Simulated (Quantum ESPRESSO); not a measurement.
A run of Quantum ESPRESSO 7.5:

pw.in

```
&CONTROL
  calculation = 'scf'
  prefix = 'pwscf'
  outdir = './tmp'
  pseudo_dir = './pseudo'
  tprnfor = .true.
  tstress = .true.
  disk_io = 'low'
/
&SYSTEM
  ibrav = 0
  celldm(1) = 8
  nat = 5
  ntyp = 3
  ecutwfc = 45
  ecutrho = 360
  nbnd = 28
  input_dft = 'rpbe'
  occupations = 'smearing'
  smearing = 'fd'
  degauss = 0.00367493
/
&ELECTRONS
  conv_thr = 1d-09
  electron_maxstep = 120
  mixing_beta = 0.5
/
ATOMIC_SPECIES
Ba   137.3270 ba_pbe_v1.uspp.F.UPF
Ti    47.8670 ti_pbe_v1.4.uspp.F.UPF
O     15.9990 o_pbe_v1.2.uspp.F.UPF
CELL_PARAMETERS alat
  0.9448158191598   0.0000000000000   0.0000000000000
  0.0000000000000   0.9448158191598   0.0000000000000
  0.0000000000000   0.0000000000000   0.9491149460933
ATOMIC_POSITIONS crystal
Ba     0.0000000000    0.0000000000    0.0000000000
Ti     0.5000000000    0.5000000000    0.4900000000
O      0.0000000000    0.5000000000    0.5170000000
O      0.5000000000    0.0000000000    0.5170000000
O      0.5000000000    0.5000000000    0.0190000000
K_POINTS automatic
4 4 4 1 1 1
```

Contents of relax.in:

```
&CONTROL
  calculation = 'vc-relax'
  prefix = 'pwscf'
  outdir = './tmp'
  pseudo_dir = './pseudo'
  tprnfor = .true.
  tstress = .true.
  disk_io = 'low'
  nstep = 40
  forc_conv_thr = 0.0001
  etot_conv_thr = 1d-06
/
&SYSTEM
  ibrav = 0
  celldm(1) = 8
  nat = 5
  ntyp = 3
  ecutwfc = 45
  ecutrho = 360
  nbnd = 28
  input_dft = 'rpbe'
  occupations = 'smearing'
  smearing = 'fd'
  degauss = 0.00367493
/
&ELECTRONS
  conv_thr = 1d-09
  electron_maxstep = 120
  mixing_beta = 0.5
/
&IONS
  ion_dynamics = 'bfgs'
/
&CELL
  cell_dynamics = 'bfgs'
  press = 0
  press_conv_thr = 0.2
/
ATOMIC_SPECIES
Ba   137.3270 ba_pbe_v1.uspp.F.UPF
Ti    47.8670 ti_pbe_v1.4.uspp.F.UPF
O     15.9990 o_pbe_v1.2.uspp.F.UPF
CELL_PARAMETERS alat
  0.9448158191598   0.0000000000000   0.0000000000000
  0.0000000000000   0.9448158191598   0.0000000000000
  0.0000000000000   0.0000000000000   0.9491149460933
ATOMIC_POSITIONS crystal
Ba     0.0000000000    0.0000000000    0.0000000000
Ti     0.5000000000    0.5000000000    0.4900000000
O      0.0000000000    0.5000000000    0.5170000000
O      0.5000000000    0.0000000000    0.5170000000
O      0.5000000000    0.5000000000    0.0190000000
K_POINTS automatic
4 4 4 1 1 1
```

scf2.in

```
&CONTROL
  calculation = 'scf'
  prefix = 'pwscf'
  outdir = './tmp'
  pseudo_dir = './pseudo'
  tprnfor = .true.
  tstress = .true.
  disk_io = 'low'
/
&SYSTEM
  ibrav = 0
  celldm(1) = 8
  nat = 5
  ntyp = 3
  ecutwfc = 45
  ecutrho = 360
  nbnd = 28
  input_dft = 'rpbe'
  occupations = 'fixed'
/
&ELECTRONS
  conv_thr = 1d-13
  electron_maxstep = 120
  mixing_beta = 0.5
  startingpot = 'file'
  startingwfc = 'file'
/
ATOMIC_SPECIES
Ba   137.3270 ba_pbe_v1.uspp.F.UPF
Ti    47.8670 ti_pbe_v1.4.uspp.F.UPF
O     15.9990 o_pbe_v1.2.uspp.F.UPF
CELL_PARAMETERS alat
  0.9434151439989   0.0000000000000   0.0000000000000
  0.0000000000000   0.9434151439989   0.0000000000000
  0.0000000000000   0.0000000000000   1.0465214701990
ATOMIC_POSITIONS crystal
Ba     0.0000000000    0.0000000000   -0.0258011917
Ti     0.5000000000    0.5000000000    0.4618062962
O      0.0000000000    0.5000000000    0.5245766177
O      0.5000000000    0.0000000000    0.5245766177
O      0.5000000000    0.5000000000    0.0578416601
K_POINTS automatic
4 4 4 1 1 1
```

File ph.in:

```
phonons of BaTiO3
&INPUTPH
  prefix = 'pwscf'
  outdir = './tmp'
  tr2_ph = 1d-18
  fildyn = 'dyn'
  niter_ph = 90
  alpha_mix(1) = 0.7
  epsil = .true.
/
0.0000000000 0.0000000000 0.0000000000
```

Contents of dynmat.in:

```
&INPUT
  fildyn = 'dyn'
  asr = 'crystal'
  lperm = .true.
  filout = 'dynmat.disp'
  fileig = 'dynmat.eig'
/
```

File dynmat_lo.in:

```
&INPUT
  fildyn = 'dyn'
  asr = 'crystal'
  filout = 'dynmat_lo.disp'
  fileig = 'dynmat_lo.eig'
  q(1) = 0
  q(2) = 0
  q(3) = 1
/
```

Potentials or basis: GBRV 1.5 PBE.

Launch:

```bash
$ OMP_NUM_THREADS=1 mpirun -n 4 pw.x -nk 2 -in pw.in > pw.out
$ OMP_NUM_THREADS=1 mpirun -n 4 pw.x -nk 2 -in relax.in > relax.out
$ OMP_NUM_THREADS=1 mpirun -n 4 pw.x -nk 2 -in scf2.in > scf2.out
$ OMP_NUM_THREADS=1 mpirun -n 4 ph.x -nk 2 -in ph.in > ph.out
$ OMP_NUM_THREADS=1 mpirun -n 1 dynmat.x -in dynmat.in > dynmat.out
$ OMP_NUM_THREADS=1 mpirun -n 1 dynmat.x -in dynmat_lo.in > dynmat_lo.out
```

Hardware: 4 MPI ranks on Intel(R) Xeon(R) Platinum 8259CL CPU @ 2.50GHz (Skylake/Cascade Lake), on a shared host.

Question: Estimate the wall time of this run.

Answer: Run time: 7.5 min on 4 MPI ranks on Intel(R) Xeon(R) Platinum 8259CL CPU @ 2.50GHz (Skylake/Cascade Lake), on a shared host, peak memory 0.68 GiB a rank. Counts: scf iterations 157, k pools 2, bands 28, ion steps 16, k points 6, g dense 50061.
